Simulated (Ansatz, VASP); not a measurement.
## CuI (Marshite) in VASP and in Ansatz

```
Cu I
1.0
     0.00000    3.03900    3.03900
     3.03900    0.00000    3.03900
     3.03900    3.03900    0.00000
Cu I
1 1
Cartesian
  1.5195 1.5195 1.5195
  0.0000 0.0000 0.0000
```

Alike in both runs: task relaxation of cell and atoms; functional PBE; dispersion D3(BJ); k mesh 8 × 8 × 8; occupations gaussian, width 0.02 eV; no spin polarisation.

```csv
,VASP,Ansatz
version,VASP 6.6.1,Ansatz 0.2.0
potentials or method,"VASP PAW PBE potentials, release 64 (Cu, I)","scalar-relativistic, plane waves, PAW"
plane-wave cutoff (eV),600,420
valence electrons in the cell,18,36
```

Ansatz gave:

| Item | Value |
| --- | --- |
| gap on the k mesh at the Fermi level, each at its own relaxed structure (eV) | 1.25 |
| relaxed volume (Å³/atom) | 26.61 |
| relaxed cell length with the largest relative difference (Å) | 4.222 |
| energy change over the relaxation (meV/atom) | -11 |

Q: Which values does VASP return?

A: gap on the k mesh at the Fermi level, each at its own relaxed structure (eV): 1.27; relaxed volume (Å³/atom): 26.65; relaxed cell length with the largest relative difference (Å): 4.224; energy change over the relaxation (meV/atom): -10.

The two sets of potentials don't hold the same shells in valence.

Caveats: spin-orbit coupling is left out, which moves the levels of the heavy elements.
